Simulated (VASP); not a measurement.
# TiTe2 (P1) in VASP: convergence with PREC

Aim: find how far PREC must go before the results for TiTe2 settle, at PBE. This setting moves, with any that are tied to it; all else stays.

Program: VASP 6.6.1. These are calculated values, not measurements. Logs are shortened: lines on timing, memory, paths and dates and some standing lists are left out, and cuts for length are marked.

### Step 1. The cell of the first run

The typed cell holds 3 atoms: a = 3.777 Å, b = 3.777 Å, c = 6.498 Å, α = 90.00°, β = 90.00°, γ = 120.00°.

The cell isn't the ideal one: atoms moved at random, drawn with an rms of 0.02 Å.

### Step 2. With PREC Low

Input file INCAR:

```
SYSTEM = TiTe2
ALGO     = Normal         ! electronic algorithm
EDIFF    = 1E-7           ! SCF threshold, eV
ENCUT    = 520            ! plane-wave cutoff, eV
GGA      = PE             ! functional
ISIF     = 2              ! what is computed and relaxed
ISMEAR   = 0              ! smearing method
LASPH    = .TRUE.         ! aspherical terms in the spheres
LCHARG   = .FALSE.        ! write CHGCAR
LREAL    = .FALSE.        ! projectors in reciprocal space
LWAVE    = .FALSE.        ! write WAVECAR
NELM     = 80             ! most SCF steps
PREC     = Low            ! precision mode
SIGMA    = 0.02           ! smearing width, eV
```

Input file KPOINTS:

```
k-points
0
G
  6 6 3
  0 0 0
```

Input file POSCAR:

```
TiTe2
1.0
    3.7770000000      0.0000000000      0.0000000000
   -1.8885000000      3.2709779501      0.0000000000
    0.0000000000      0.0000000000      6.4980000000
Te Ti
2 1
Direct
    0.3320650000      0.6642140000      0.7380420000
    0.6665900000      0.3358800000      0.2622370000
   -0.0060680000     -0.0034880000      0.0007400000
```

Potentials or basis: VASP PAW PBE potentials, release 64 (Te, Ti_sv).

On the command line:

```bash
> cat potpaw_PBE.64/Te/POTCAR potpaw_PBE.64/Ti_sv/POTCAR > POTCAR
> mpirun -np 1 vasp_std > vasp.out
```

OUTCAR:

```text
SYSTEM = TiTe2
   EDIFF = 1E-7
   ENCUT = 520
   GGA = PE
   ISIF = 2
   ISMEAR = 0
   LASPH = .TRUE.
   LREAL = .FALSE.
   NELM = 80
   PREC = Low

 Found     56 irreducible k-points:

 Following reciprocal coordinates:
            Coordinates               Weight
  0.000000  0.000000  0.000000      1.000000
  0.166667  0.000000  0.000000      2.000000
  0.000000  0.166667  0.000000      2.000000
 -0.166667  0.166667  0.000000      2.000000
  0.333333  0.000000  0.000000      2.000000
  0.000000  0.333333  0.000000      2.000000
   k-points           NKPTS =     56   k-points in BZ     NKDIM =     56   number of bands    NBANDS=     16
   number of dos      NEDOS =    301   number of ions     NIONS =      3
   total plane-waves  NPLWV =  20736
   dimension x,y,z NGX =    24 NGY =   24 NGZ =   36
   dimension x,y,z NGXF=    24 NGYF=   24 NGZF=   36
   ions per type =               2   1
   NGX,Y,Z   is equivalent  to a cutoff of  10.56, 10.56,  9.21 a.u.
   NGXF,Y,Z  is equivalent  to a cutoff of  10.56, 10.56,  9.21 a.u.
 SYSTEM =  TiTe2
   PREC   = low       normal or accurate (medium, high low for compatibility)
   ISTART =      0    job   : 0-new  1-cont  2-samecut
   ICHARG =      2    charge: 1-file 2-atom 10-const
   ISPIN  =      1    spin polarized calculation?
   LNONCOLLINEAR =      F non collinear calculations
   LSORBIT =      F    spin-orbit coupling
   LASPH  =      T    aspherical Exc in radial PAW
   ENCUT  =  520.0 eV  38.22 Ry    6.18 a.u.   7.02  7.02 12.08*2*pi/ulx,y,z
   NELM   =     80;   NELMIN=  2; NELMDL= -5     # of ELM steps
   EDIFF  = 0.1E-06   stopping-criterion for ELM
   LREAL  =      F    real-space projection
[... 7 lines left out ...]
   TEBEG  =    0.0;   TEEND  =   0.0 temperature during run
   PSTRESS=    0.0 pullay stress
   NELECT =      24.0000    total number of electrons
   NUPDOWN=      -1.0000    fix difference up-down
   EMIN   =  10.00;   EMAX   =-10.00  energy-range for DOS
   EFERMI =   0.00;   METHOD = LEGACY
   ISMEAR =     0;   SIGMA  =   0.02  broadening in eV -4-tet -1-fermi 0-gaus
   EFERMI_NEDOS =   21; number of points for ismear=-14 and -15
   IALGO  =     38    algorithm
   IMIX   =      4    mixing-type and parameters
     AMIX     =   0.40;   BMIX     =  1.00
     AMIX_MAG =   1.60;   BMIX_MAG =  1.00
  volume/ion in A,a.u.               =      26.76       180.58
  Fermi-wavevector in a.u.,A,eV,Ry     =   1.094655  2.068597 16.303438  1.198269
  Thomas-Fermi vector in A             =   2.230964
   LORBIT       =      0    0 simple, 1 ext, 2 COOP (PROOUT), +10 PAW based schemes
   GGA     = PE    functional components
   LHFCALC =     F    Hartree Fock is set to
   AEXX    =    0.0000 exact exchange contribution
   IVDW    =     0    specifies the selected vdW correction
   LEPSILON=     F    determine dielectric tensor
   LRPA    =     F    only Hartree local field effects (RPA)
 non-spin polarized calculation
 Gauss-broadening in eV      SIGMA  =   0.02
  energy-cutoff  :      520.00
  volume of cell :       80.28
 maximum number of plane-waves:      2181
   NGX = 13   NGY = 13   NGZ = 25

 number of electron      23.9999341 magnetization

 Free energy of the ion-electron system (eV)
  ---------------------------------------------------
  ext. energy  EPLUGINS =         0.00000000
  ---------------------------------------------------
  free energy    TOTEN  =       -16.20222487 eV

  energy without entropy =      -16.20194116  energy(sigma->0) =      -16.20208302

 E-fermi :   6.8517     XC(G=0):  -9.8584

 val. band max:        6.7427989139   @ k =  -0.3333   0.3333   0.3333
 cond. band min:       6.8557228534   @ k =   0.0000   0.5000   0.0000
 fundamental gap:      0.1129239395
 Fermi energy:         6.8516811595

 k-point     1 :       0.0000    0.0000    0.0000
  band No.  band energies     occupation
      1     -50.6255      2.00000
      2     -26.8803      2.00000
      3     -26.8801      2.00000
      4     -26.8555      2.00000
      5      -5.5906      2.00000
      6      -4.0881      2.00000
[... 8 lines left out ...]
     15       7.8981      0.00000
     16       9.8851      0.00000

 k-point     2 :       0.1667    0.0000    0.0000
  band No.  band energies     occupation
      1     -50.6248      2.00000
      2     -26.8906      2.00000
      3     -26.8827      2.00000
      4     -26.8531      2.00000
      5      -5.2895      2.00000
      6      -3.9382      2.00000
[... 8 lines left out ...]
     15       8.1219      0.00000
     16       9.5668      0.00000

 k-point     3 :       0.0000    0.1667    0.0000
  band No.  band energies     occupation
      1     -50.6248      2.00000
      2     -26.8907      2.00000
      3     -26.8826      2.00000
      4     -26.8531      2.00000
      5      -5.2894      2.00000
      6      -3.9384      2.00000
[... 8 lines left out ...]
     15       8.1370      0.00000
     16       9.5797      0.00000

 k-point     4 :      -0.1667    0.1667    0.0000
  band No.  band energies     occupation
      1     -50.6248      2.00000
      2     -26.8908      2.00000
      3     -26.8825      2.00000
      4     -26.8531      2.00000
      5      -5.2896      2.00000
      6      -3.9381      2.00000
[... 8 lines left out ...]
     15       8.1176      0.00000
     16       9.5620      0.00000

 k-point     5 :       0.3333    0.0000    0.0000
  band No.  band energies     occupation
      1     -50.6233      2.00000
      2     -26.9116      2.00000
      3     -26.8875      2.00000
      4     -26.8482      2.00000
      5      -4.5108      2.00000
      6      -3.6401      2.00000
[... 8 lines left out ...]
     15       8.1922      0.00000
     16       9.6996      0.00000

 k-point     6 :       0.0000    0.3333    0.0000
  band No.  band energies     occupation
      1     -50.6233      2.00000
      2     -26.9118      2.00000
      3     -26.8875      2.00000
      4     -26.8482      2.00000
      5      -4.5112      2.00000
      6      -3.6397      2.00000
[... 8 lines left out ...]
     15       8.1890      0.00000
     16       9.7148      0.00000

 [... further k-points ...]
[... 5 lines left out ...]
  --------------------------------------------------------------------------------------
  -------------------------------------------------------------------------------------
  Total        0.3895432      0.4710033      0.4705758      0.0086545     -0.1133694      0.0346389
  in kB        7.7743109      9.4000512      9.3915203      0.1727224     -2.2625712      0.6913051
  external PRESSURE =       8.8552941 kB  Pullay stress =       0.0000000 kB

 VOLUME and BASIS-vectors are now :
 -----------------------------------------------------------------------------
  energy-cutoff  :      520.00
  volume of cell :       80.28
      direct lattice vectors                 reciprocal lattice vectors
     3.777000000  0.000000000  0.000000000     0.264760392  0.152859484  0.000000000
    -1.888500000  3.270977950  0.000000000     0.000000000  0.305718967  0.000000000
     0.000000000  0.000000000  6.498000000     0.000000000  0.000000000  0.153893506

 POSITION                                       TOTAL-FORCE (eV/Angst)
 -----------------------------------------------------------------------------------
     -0.00016      2.17263      4.79580        -0.051367      0.002800      0.026292
      1.88340      1.09866      1.70402        -0.028714     -0.072958      0.022177
      1.87217      3.25957      0.00481         0.080081      0.070158     -0.048469
 -----------------------------------------------------------------------------------
    total drift:                                0.002033      0.001362      0.001455

  FREE ENERGIE OF THE ION-ELECTRON SYSTEM (eV)
  ---------------------------------------------------
  free  energy   TOTEN  =       -16.2022248721 eV

  energy  without entropy=      -16.2019411634  energy(sigma->0) =      -16.20208302
```

stdout:

```text
POSCAR found type information on POSCAR TeTi
 POSCAR found :  2 types and       3 ions
 scaLAPACK will be used
 LDA part: xc-table for (Slater+PW92), standard interpolation
 POSCAR, INCAR and KPOINTS ok, starting setup
 FFT: planning ... GRIDC
 FFT: planning ... GRID_SOFT
 FFT: planning ... GRID
 WAVECAR not read
 entering main loop
```

Run time: 19 s. Hardware: 1 thread of Intel Xeon 6975P-C (Granite Rapids), shared host; peak memory 0.17 GiB.

What came out:

```
Free energy            : -16.2022 eV
Pressure               : 0.9 GPa
Largest force          : 0.117 eV/Å
Band gap on the k mesh : none (metal or under the smearing width)
```

### Step 3. With PREC Medium

INCAR: that of step 2 with these lines changed.

```diff
@@ -12,3 +12,3 @@
 NELM     = 80             ! most SCF steps
-PREC     = Low            ! precision mode
+PREC     = Medium         ! precision mode
 SIGMA    = 0.02           ! smearing width, eV
```

KPOINTS is that of step 2.

POSCAR is that of step 2.

Potentials or basis: VASP PAW PBE potentials, release 64 (Te, Ti_sv).

On the command line:

```bash
> cat potpaw_PBE.64/Te/POTCAR potpaw_PBE.64/Ti_sv/POTCAR > POTCAR
> mpirun -np 1 vasp_std > vasp.out
```

Wall time 19 s (1 thread of Intel Xeon 6975P-C (Granite Rapids), shared host); peak memory 0.18 GiB.

What came out:

| Quantity | Value |
| --- | --- |
| Free energy | -16.2016 eV |
| Pressure | 0.9 GPa |
| Largest force | 0.112 eV/Å |
| Band gap on the k mesh | none (metal or under the smearing width) |

### Step 4. With PREC Single

INCAR: that of step 3 with these lines changed.

```diff
@@ -12,3 +12,3 @@
 NELM     = 80             ! most SCF steps
-PREC     = Medium         ! precision mode
+PREC     = Single         ! precision mode
 SIGMA    = 0.02           ! smearing width, eV
```

KPOINTS is that of step 3.

POSCAR is that of step 3.

On the command line:

```bash
> cat potpaw_PBE.64/Te/POTCAR potpaw_PBE.64/Ti_sv/POTCAR > POTCAR
> mpirun -np 1 vasp_std > vasp.out
```

Wall time 32 s (1 thread of Intel Xeon 6975P-C (Granite Rapids), shared host); peak memory 0.18 GiB.

What came out:

```yaml
Free_energy: -16.2016 eV
Pressure: 0.9 GPa
Largest_force: 0.112 eV/Å
Band_gap_on_the_k_mesh: none (metal or under the smearing width)
```

### Step 5. With PREC Normal

INCAR: that of step 4 with these lines changed.

```diff
@@ -12,3 +12,3 @@
 NELM     = 80             ! most SCF steps
-PREC     = Single         ! precision mode
+PREC     = Normal         ! precision mode
 SIGMA    = 0.02           ! smearing width, eV
```

KPOINTS is that of step 4.

POSCAR is that of step 4.

On the command line:

```bash
> cat potpaw_PBE.64/Te/POTCAR potpaw_PBE.64/Ti_sv/POTCAR > POTCAR
> mpirun -np 1 vasp_std > vasp.out
```

Wall time 20 s (1 thread of Intel Xeon 6975P-C (Granite Rapids), shared host); peak memory 0.2 GiB.

Results:

```
Free energy            : -16.2018 eV
Pressure               : 0.9 GPa
Largest force          : 0.116 eV/Å
Band gap on the k mesh : none (metal or under the smearing width)
```

### Step 6. With PREC High

INCAR: that of step 5 with these lines changed.

```diff
@@ -12,3 +12,3 @@
 NELM     = 80             ! most SCF steps
-PREC     = Normal         ! precision mode
+PREC     = High           ! precision mode
 SIGMA    = 0.02           ! smearing width, eV
```

KPOINTS is that of step 5.

POSCAR is that of step 5.

Potentials or basis: VASP PAW PBE potentials, release 64 (Te, Ti_sv).

On the command line:

```bash
> cat potpaw_PBE.64/Te/POTCAR potpaw_PBE.64/Ti_sv/POTCAR > POTCAR
> mpirun -np 1 vasp_std > vasp.out
```

It took 31 s on 1 thread of Intel Xeon 6975P-C (Granite Rapids), shared host; peak memory 0.19 GiB.

What came out:

```
Free energy            : -16.2018 eV
Pressure               : 0.9 GPa
Largest force          : 0.117 eV/Å
Band gap on the k mesh : none (metal or under the smearing width)
```

### Step 7. With PREC Accurate

INCAR: that of step 6 with these lines changed.

```diff
@@ -12,3 +12,3 @@
 NELM     = 80             ! most SCF steps
-PREC     = High           ! precision mode
+PREC     = Accurate       ! precision mode
 SIGMA    = 0.02           ! smearing width, eV
```

KPOINTS is that of step 6.

POSCAR is that of step 6.

On the command line:

```bash
> cat potpaw_PBE.64/Te/POTCAR potpaw_PBE.64/Ti_sv/POTCAR > POTCAR
> mpirun -np 1 vasp_std > vasp.out
```

Wall time 32 s (1 thread of Intel Xeon 6975P-C (Granite Rapids), shared host); peak memory 0.23 GiB.

It converged, with:

```yaml
Free_energy: -16.2018 eV
Pressure: 0.9 GPa
Largest_force: 0.116 eV/Å
Band_gap_on_the_k_mesh: none (metal or under the smearing width)
```

### Step 8. Result

```csv
PREC,"energy less the tightest run, at zero smearing (meV/atom)",largest force (eV/Å),SCF cycles,CPU time (s),peak memory (GiB)
Low,-0.15,0.117,18,19,0.17
Medium,0.06,0.112,18,18,0.18
Single,0.06,0.112,18,31,0.18
Normal,0.00,0.116,18,20,0.2
High,-0.02,0.117,18,31,0.19
Accurate,0.00,0.116,18,32,0.23
```

Against the tightest run, the energy stays within 1 meV/atom from Low on; the largest force stays within 0.005 eV/Å from Low on. The tightest run that finished is the yardstick and may itself not be fully converged.
